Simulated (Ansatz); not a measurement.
What strain does to KCl (rocksalt)

KCl built on the rocksalt prototype, relaxed with r2SCAN in Ansatz. Space group Fm-3m (No. 225), cubic; a = 6.290 Å in the conventional setting, 31.10 Å³ an atom. K is surrounded by 6 Cl at 3.14 Å; Cl is surrounded by 6 K at 3.14 Å.

The axes x, y and z are those of this cell:
```
CELL_PARAMETERS angstrom
0.00000 3.14485 3.14485
3.14485 0.00000 3.14485
3.14485 3.14485 0.00000
ATOMIC_POSITIONS crystal
K 0.00000 0.00000 0.00000
Cl 0.50000 0.50000 0.50000
```

Unstrained: PBE gives a direct gap of 5.194 eV at Γ. r2SCAN gives a direct gap of 5.831 eV at Γ. With HSE06 the gap is 6.505 eV and direct, at Γ. Meshes: PBE 8×8×8, r2SCAN 8×8×8, HSE06 6×6×6. Strains are changes of length per length. After each strain the atoms were relaxed again with r2SCAN within the symmetry that the strain leaves, so tilts or polar shifts that break it weren't tested; points keep the names that they have in the unstrained zone. The values are computed, spin-unpolarised, and not measurements.

Changes of the least gap in eV (an overlap counts as a negative gap):
```
                                                       strain  volume change (%)  space group     PBE  r2SCAN   HSE06  energy rise, r2SCAN (meV/atom)
epitaxial -5.97 % in the xy plane, free normal strain +1.79 %              -10.0       I4/mmm  +0.312  +0.312  +0.338                            46.8
                                     uniaxial +4.11 % along z               +4.1       I4/mmm  -0.147  -0.152  -0.156                             6.0
                            isotropic +5.98 % on every length              +19.0        Fm-3m  -0.549  -0.555  -0.589                            46.9
```

Epitaxial -5.97 % in the xy plane, free normal strain +1.79 %. HSE06: the gap goes from 6.505 to 6.843 eV (+0.338 eV); with r2SCAN the top three valence levels at Γ, degenerate before, become 2+1 from the top over 102 meV. Stress change with r2SCAN, compression positive: xx +4.74, yy +4.74, zz -0.08 GPa.

Uniaxial +4.11 % along z, other directions held. HSE06: the gap goes from 6.505 to 6.349 eV (-0.156 eV); with r2SCAN the top three valence levels at Γ, degenerate before, become 2+1 from the top over 22 meV. Stress change with r2SCAN, compression positive: xx -0.22, yy -0.22, zz -1.42 GPa.

Isotropic +5.98 % on every length. HSE06: the gap goes from 6.505 to 5.916 eV (-0.589 eV). Stress change with r2SCAN, compression positive: xx -2.19, yy -2.19, zz -2.19 GPa. For HSE06, dE_g/d ln V = -3.4 eV over this step.

The meshes of the hybrids are coarse, so their gaps aren't converged to the digits shown.

The splittings at Γ are without spin-orbit coupling, which regroups them where it is of like size or larger.
